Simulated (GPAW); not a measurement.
# Si (P-1) in GPAW: relaxation of cell and atoms with r2SCAN+D3(BJ)

Aim: the relaxation of cell and atoms of Si with r2SCAN+D3(BJ).

Everything below comes from runs of GPAW 26.7.0. Logs are shortened: lines on timing, memory, paths and dates and some standing lists are left out, and cuts for length are marked. The log counts tension as positive stress, the text compression.

**1. The cell of the first run**

The typed cell holds 1 atom: a = 2.765 Å, b = 2.307 Å, c = 2.655 Å, α = 60.64°, β = 73.23°, γ = 67.05°.

This isn't the form of Si at room conditions, which is diamond.

**2. Relaxation of cell and atoms, r2SCAN+D3(BJ), target pressure 5 GPa, at which the enthalpy is minimised (cell sheared at random, sigma 0.1, atoms nudged by 0.01 Å)**

File run.py:

```python
from ase import Atoms
from ase.calculators.mixing import SumCalculator
from ase.filters import FrechetCellFilter
from ase.io import write
from ase.optimize import BFGS
from ase.units import GPa
from dftd3.ase import DFTD3
from gpaw import GPAW, PW

atoms = Atoms(['Si'],
              cell=[[-0.38151126, 1.90029787, 1.97204257],
                    [1.69609995, 0.02693978, 1.56359153],
                    [1.96855757, 1.76430445, -0.24551784]],
              scaled_positions=[[0.0, 0.0, 0.0]],
              pbc=True)

calc = GPAW(mode=PW(600),
            xc='MGGA_X_R2SCAN+MGGA_C_R2SCAN',
            kpts={'size': (7, 10, 8), 'gamma': True},
            occupations={'name': 'fermi-dirac', 'width': 0.05},
            nbands=8,
            convergence={'density': 1e-05, 'energy': 1e-05},
            maxiter=150,
            txt='gpaw.txt')
atoms.calc = SumCalculator([calc, DFTD3(method='r2scan', damping='d3bj')])
opt = BFGS(FrechetCellFilter(atoms, scalar_pressure=5 * GPa), trajectory='relax.traj', logfile='-')
done = opt.run(fmax=0.02, steps=100)
calc.write('gs.gpw')
write('result.traj', atoms)
print('Converged:', done)
print('Cell:', atoms.cell.cellpar().round(4))
print('Volume:', round(atoms.get_volume(), 4))
print(atoms.get_scaled_positions().round(5))
```

Potentials or basis: GPAW PAW data sets (gpaw-data 1.2.1), pw.

The run is started by

```bash
> OMP_NUM_THREADS=1 python run.py
```

gpaw.txt:

```text
__  _  _
 | _ |_)|_||  |
 |__||  | ||/\| - 26.7.0

Input parameters:
  mode=PW(ecut=600.0),
  convergence={'density': 1e-05, 'energy': 1e-05},
  kpts=MonkhorstPack(size=(7, 10, 8), gamma=True),
  maxiter=150,
  nbands=8,
  occupations=Occupations(name='fermi-dirac', width=0.05),
  xc=XC(name='MGGA_X_R2SCAN+MGGA_C_R2SCAN')

Diagonalizing LCAO Hamiltonian
Converting LCAO to pw mode

       Si

Atoms  # Å, Bohr magnetons
|   | symbol |        x |        y |        z |    initial magnetic moments |
|---|--------|----------|----------|----------|-----------------------------|
| 0 |     Si | 0.000000 | 0.000000 | 0.000000 | ( 0.0000,  0.0000,  0.0000) |

Unit cell  # Å
| periodic |         x |        y |         z |  lengths |    angles |
|----------|-----------|----------|-----------|----------|-----------|
|      yes | -0.381511 | 1.900298 |  1.972043 | 2.765074 | 60.644758 |
|      yes |  1.696100 | 0.026940 |  1.563592 | 2.307011 | 73.234578 |
|      yes |  1.968558 | 1.764304 | -0.245518 | 2.654857 | 67.047943 |

Number of symmetries: 2
Symmetry operations  # r_c * U_cc + t_c -> r_c
|   | kind |            matrix            |
|---|------|------------------------------|
| 0 |  E   |  1, 0, 0,  0, 1, 0,  0, 0, 1 |
| 1 |  i   | -1, 0, 0,  0,-1, 0,  0, 0,-1 |
[... 101 lines left out ...]
convergence criteria:
[... 6 lines left out ...]
|iter     | |      energy | eigst |  dens |
|---------|-|-------------|-------|-------|
|iter:   1| |   -8.284161 | +0.12 |       |
|iter:   2| |   -7.809578 | -1.66 | -1.09 |
|iter:   3| |-446389.102840 | +5.86 | -1.07 |
|iter:   4| |   -3.012528 | +2.89 | +2.28 |
|iter:   5| |   -7.793764 | +0.21 | -0.88 |
|iter:   6| |   -7.818182 | -2.22 | -1.64 |
|iter:   7| |   -7.818971 | -4.10 | -1.76 |
|iter:   8| |   -7.819380 | -4.70 | -2.09 |
|iter:   9| |   -7.819564 | -4.99 | -2.40 |
|iter:  10| |   -7.819569 | -6.80 | -3.30 |
|iter:  11| |   -7.819570c| -7.11 | -3.76 |
|iter:  12| |   -7.819570c| -8.78c| -4.08 |
|iter:  13| |   -7.819570c| -7.53c| -4.46 |
|iter:  14| |   -7.819570c| -7.87c| -4.84 |
|iter:  15| |   -7.819570c| -9.11c| -5.64c|
[... 46 lines left out ...]
Interpolating wave functions to new cell

       Si

Atoms  # Å, Bohr magnetons
|   | symbol |        x |         y |         z |    initial magnetic moments |
|---|--------|----------|-----------|-----------|-----------------------------|
| 0 |     Si | 0.000000 | -0.000000 | -0.000000 | ( 0.0000,  0.0000,  0.0000) |

Unit cell  # Å
| periodic |         x |        y |         z |  lengths |    angles |
|----------|-----------|----------|-----------|----------|-----------|
|      yes | -0.353689 | 1.871598 |  1.990973 | 2.755349 | 60.347741 |
|      yes |  1.734591 | 0.022938 |  1.613440 | 2.369076 | 73.202109 |
|      yes |  1.987722 | 1.751749 | -0.229973 | 2.659427 | 66.127587 |

Number of symmetries: 2
Symmetry operations  # r_c * U_cc + t_c -> r_c
|   | kind |            matrix            |
|---|------|------------------------------|
| 0 |  E   |  1, 0, 0,  0, 1, 0,  0, 0, 1 |
| 1 |  i   | -1, 0, 0,  0,-1, 0,  0, 0,-1 |
[... 108 lines left out ...]
|iter     | |      energy | eigst |  dens |
|---------|-|-------------|-------|-------|
|iter:   1| |   -8.974032 | -0.62 |       |
|iter:   2| |   -7.886049 | -1.08 | -1.45 |
|iter:   3| |   -7.884368 | -4.50 | -1.62 |
|iter:   4| |   -7.881992 | -4.21 | -1.70 |
|iter:   5| |   -7.881755 | -4.32 | -1.97 |
|iter:   6| |   -7.881774 | -6.61 | -2.15 |
|iter:   7| |   -7.881894 | -5.78 | -2.18 |
|iter:   8| |   -7.881903 | -7.56c| -2.25 |
|iter:   9| |   -7.881943 | -6.14 | -2.28 |
|iter:  10| |   -7.881944 | -6.06 | -2.49 |
|iter:  11| |   -7.881954c| -6.37 | -2.78 |
|iter:  12| |   -7.881955c| -7.27 | -3.44 |
|iter:  13| |   -7.881955c| -8.63c| -4.60 |
|iter:  14| |   -7.881955c| -7.99c| -5.12c|

Converged in 14 steps
Energy contributions relative to reference atoms: (reference = -7886.344250)

Energy contributions:
  Kinetic:           3.850228
  Coulomb:          -1.478316
  Zero:             -0.033955
  External:          0.000000
  Xc:              -10.217977
  Entropy:          -0.003871
  Spinorbit:         0.000000
  ----------------------------
  Free energy:      -7.883891
  Extrapolated:     -7.881955

dipole moment: (-7.319939, -7.923294, -7.332580)  # |e|*Ang

Fermi level: 10.047
Eigenvalues  # (at kpt = [0.000, 0.000, 0.000])
| band index |      eig [eV] | occ [0-2] |
|------------|---------------|-----------|
|          0 |        -5.817 |     2.000 |
|          1 |        16.775 |     0.000 |
|          2 |        17.771 |     0.000 |
|          3 |        21.202 |     0.000 |
|          4 |        22.074 |     0.000 |
|          5 |        28.092 |     0.000 |
|          6 |        28.780 |     0.000 |
|          7 |        30.671 |     0.000 |

No gap
No difference between direct/indirect transitions

Stress tensor  # eV/Ang^3
|         x |        y |         z |
|-----------|----------|-----------|
| -0.067038 | 0.001528 | -0.046114 |
|  0.001528 | 0.019788 |  0.027654 |
| -0.046114 | 0.027654 | -0.101890 |

Forces  # eV/Ang
|       x |       y |       z |
|---------|---------|---------|
| 0.00000 | 0.00000 | 0.00000 |  # Si   0

Interpolating wave functions to new cell

       Si

Atoms  # Å, Bohr magnetons
|   | symbol |        x |         y |        z |    initial magnetic moments |
|---|--------|----------|-----------|----------|-----------------------------|
| 0 |     Si | 0.000000 | -0.000000 | 0.000000 | ( 0.0000,  0.0000,  0.0000) |

Unit cell  # Å
| periodic |         x |         y |         z |  lengths |    angles |
|----------|-----------|-----------|-----------|----------|-----------|
|      yes | -0.270830 |  1.725852 |  2.040627 | 2.686275 | 59.978923 |
|      yes |  1.849188 | -0.014536 |  1.780961 | 2.567398 | 74.117975 |
|      yes |  2.023504 |  1.664323 | -0.192645 | 2.627099 | 63.211253 |

Number of symmetries: 2
Symmetry operations  # r_c * U_cc + t_c -> r_c
|   | kind |            matrix            |
|---|------|------------------------------|
| 0 |  E   |  1, 0, 0,  0, 1, 0,  0, 0, 1 |
| 1 |  i   | -1, 0, 0,  0,-1, 0,  0, 0,-1 |
[... 140 lines left out ...]
Fermi level: 9.856
Eigenvalues  # (at kpt = [0.000, 0.000, 0.000])
| band index |      eig [eV] | occ [0-2] |
|------------|---------------|-----------|
|          0 |        -5.801 |     2.000 |
|          1 |        18.847 |     0.000 |
|          2 |        19.167 |     0.000 |
|          3 |        21.542 |     0.000 |
|          4 |        23.294 |     0.000 |
|          5 |        25.494 |     0.000 |
|          6 |        26.096 |     0.000 |
|          7 |        27.644 |     0.000 |

No gap
No difference between direct/indirect transitions

Stress tensor  # eV/Ang^3
|         x |        y |         z |
|-----------|----------|-----------|
| -0.016191 | 0.004883 |  0.015355 |
|  0.004883 | 0.005298 |  0.032122 |
|  0.015355 | 0.032122 | -0.018135 |

Forces  # eV/Ang
|       x |       y |       z |
|---------|---------|---------|
| 0.00000 | 0.00000 | 0.00000 |  # Si   0

Interpolating wave functions to new cell
[... 702 lines left out ...]
|iter     | |      energy | eigst |  dens |
|---------|-|-------------|-------|-------|
|iter:   1| |   -9.039907 | -0.68 |       |
|iter:   2| |   -7.980752 | -1.07 | -1.48 |
|iter:   3| |   -7.980681 | -4.78 | -1.75 |
|iter:   4| |   -7.979396 | -4.67 | -1.80 |
|iter:   5| |   -7.979152 | -4.77 | -2.09 |
|iter:   6| |   -7.979166 | -7.03 | -2.50 |
|iter:   7| |   -7.979210 | -6.16 | -2.52 |
|iter:   8| |   -7.979209 | -8.42c| -2.62 |
|iter:   9| |   -7.979213c| -7.19 | -2.64 |
|iter:  10| |   -7.979211c| -7.00 | -2.83 |
|iter:  11| |   -7.979208c| -7.07 | -3.28 |
|iter:  12| |   -7.979209c| -7.80c| -3.45 |
|iter:  13| |   -7.979209c| -7.56c| -4.66 |
|iter:  14| |   -7.979209c| -8.69c| -5.38c|

Converged in 14 steps
Energy contributions relative to reference atoms: (reference = -7886.344250)

Energy contributions:
  Kinetic:           3.680438
  Coulomb:          -1.256734
  Zero:             -0.033230
  External:          0.000000
  Xc:              -10.368788
  Entropy:          -0.001790
  Spinorbit:         0.000000
  ----------------------------
  Free energy:      -7.980104
  Extrapolated:     -7.979209
[... 353 lines left out ...]
|iter     | |      energy | eigst |  dens |
|---------|-|-------------|-------|-------|
|iter:   1| |   -9.049839 | -0.80 |       |
|iter:   2| |   -7.984167 | -1.06 | -1.66 |
|iter:   3| |   -7.984242 | -4.79 | -2.26 |
|iter:   4| |   -7.984106 | -5.92 | -2.30 |
|iter:   5| |   -7.984062 | -5.88 | -2.60 |
|iter:   6| |   -7.984062 | -8.14c| -3.49 |
|iter:   7| |   -7.984063c| -7.20 | -3.57 |
|iter:   8| |   -7.984063c| -7.98c| -4.39 |
|iter:   9| |   -7.984063c| -7.52c| -4.54 |
|iter:  10| |   -7.984063c| -9.59c| -4.80 |
|iter:  11| |   -7.984063c| -9.84c| -4.83 |
|iter:  12| |   -7.984063c| -8.93c| -4.88 |
|iter:  13| |   -7.984063c| -9.27c| -5.18c|

Converged in 13 steps
Energy contributions relative to reference atoms: (reference = -7886.344250)
[... 365 lines left out ...]
|iter     | |      energy | eigst |  dens |
|---------|-|-------------|-------|-------|
|iter:   1| |   -9.049073 | -0.83 |       |
|iter:   2| |   -7.983182 | -1.06 | -1.70 |
|iter:   3| |   -7.983245 | -4.80 | -2.65 |
|iter:   4| |   -7.983251 | -7.03 | -2.76 |
|iter:   5| |   -7.983255c| -7.32 | -2.91 |
|iter:   6| |   -7.983257c| -7.31 | -3.21 |
|iter:   7| |   -7.983257c| -8.08c| -4.20 |
|iter:   8| |   -7.983257c| -7.83c| -4.22 |
|iter:   9| |   -7.983257c| -9.09c| -4.37 |
|iter:  10| |   -7.983257c| -8.65c| -4.40 |
|iter:  11| |   -7.983257c|-10.04c| -4.50 |
|iter:  12| |   -7.983257c| -8.29c| -4.53 |
|iter:  13| |   -7.983257c| -8.79c| -4.88 |
|iter:  14| |   -7.983257c| -9.56c| -5.83c|

Converged in 14 steps
Energy contributions relative to reference atoms: (reference = -7886.344250)

Energy contributions:
  Kinetic:           3.506760
  Coulomb:          -1.124315
  Zero:             -0.032801
  External:          0.000000
  Xc:              -10.332189
  Entropy:          -0.001424
  Spinorbit:         0.000000
  ----------------------------
  Free energy:      -7.983969
  Extrapolated:     -7.983257
[... 161 lines left out ...]
|iter     | |      energy | eigst |  dens |
|---------|-|-------------|-------|-------|
|iter:   1| |   -9.047885 | -0.83 |       |
|iter:   2| |   -7.982609 | -1.06 | -1.69 |
|iter:   3| |   -7.982687 | -4.80 | -2.71 |
|iter:   4| |   -7.982692 | -7.10 | -2.84 |
|iter:   5| |   -7.982695c| -7.53c| -3.03 |
|iter:   6| |   -7.982695c| -7.77c| -3.38 |
|iter:   7| |   -7.982695c| -8.31c| -4.12 |
|iter:   8| |   -7.982696c| -7.91c| -4.14 |
|iter:   9| |   -7.982696c| -9.00c| -4.46 |
|iter:  10| |   -7.982696c| -8.31c| -4.51 |
|iter:  11| |   -7.982696c|-10.17c| -4.62 |
|iter:  12| |   -7.982696c| -8.51c| -4.65 |
|iter:  13| |   -7.982696c| -8.94c| -4.99 |
|iter:  14| |   -7.982696c|-10.19c| -6.24c|

Converged in 14 steps
Energy contributions relative to reference atoms: (reference = -7886.344250)

Energy contributions:
  Kinetic:           3.542857
  Coulomb:          -1.148652
  Zero:             -0.032904
  External:          0.000000
  Xc:              -10.343294
  Entropy:          -0.001405
  Spinorbit:         0.000000
  ----------------------------
  Free energy:      -7.983398
  Extrapolated:     -7.982696
[... 19 lines left out ...]
Stress tensor  # eV/Ang^3
|         x |         y |         z |
|-----------|-----------|-----------|
| -0.048573 |  0.000851 |  0.000314 |
|  0.000851 | -0.048202 |  0.000088 |
|  0.000314 |  0.000088 | -0.048565 |

Forces  # eV/Ang
|       x |       y |       z |
|---------|---------|---------|
| 0.00000 | 0.00000 | 0.00000 |  # Si   0

# Writing to gs.gpw (mode='')
```

Run time: 10 min. Hardware: 1 thread of Arm Neoverse V2, shared host; peak memory 0.42 GiB.

Results:

```yaml
Free_energy: -8.2068 eV
Relaxed_volume: 13.16 Å³/atom
Relaxed_cell: a = 2.550 Å, b = 2.645 Å, c = 2.574 Å, α = 59.66°, β = 76.93°, γ = 61.48°
Space_group_after_relaxing_to_0.05_Å: P-1 (No. 2)
Energy_change_on_relaxing_the_enthalpy_is_what_falls: -169.0 meV/atom
Ionic_steps: 12
Pressure_after_relaxing: 5.0 GPa
Band_gap_on_the_k_mesh: none (metal or under the smearing width)
Dispersion_energy_per_atom: -0.223 eV
```

Step by step:
| step | energy change (eV) | largest force (eV/Å) | pressure (GPa) | volume (Å³) |
| --- | --- | --- | --- | --- |
| 1 | 0.0000 | 0.0000 | 9.43 | 13.49 |
| 2 | -0.0589 | 0.0000 | 5.42 | 13.71 |
| 3 | -0.1412 | 0.0000 | -0.90 | 13.98 |
| 4 | -0.1488 | 0.0000 | 0.59 | 13.77 |
| 5 | -0.1620 | 0.0000 | 5.72 | 13.12 |
| 6 | -0.1501 | 0.0000 | 7.18 | 12.99 |
| 7 | -0.1659 | 0.0000 | 5.45 | 13.14 |
| 8 | -0.1684 | 0.0000 | 5.07 | 13.17 |
| 9 | -0.1698 | 0.0000 | 4.74 | 13.20 |
| 10 | -0.1698 | 0.0000 | 4.73 | 13.19 |
| 11 | -0.1694 | 0.0000 | 4.88 | 13.17 |
| 12 | -0.1690 | 0.0000 | 5.00 | 13.16 |

Final structure:
```yaml
crystal:
  lattice:
    - [-0.23131, 1.53149, 2.02515]
    - [1.89774, -0.04668, 1.84206]
    - [2.04741, 1.54660, -0.20299]
  atoms:
    - { symbol: Si, position: [0.00000, 0.00000, 0.00000] }
```

Caveat: later steps reuse the first step's grids; the PAW data sets were made with another functional, which shifts forces and pressure a little; pairwise dispersion overbinds metals, which lowers pressure and volume.
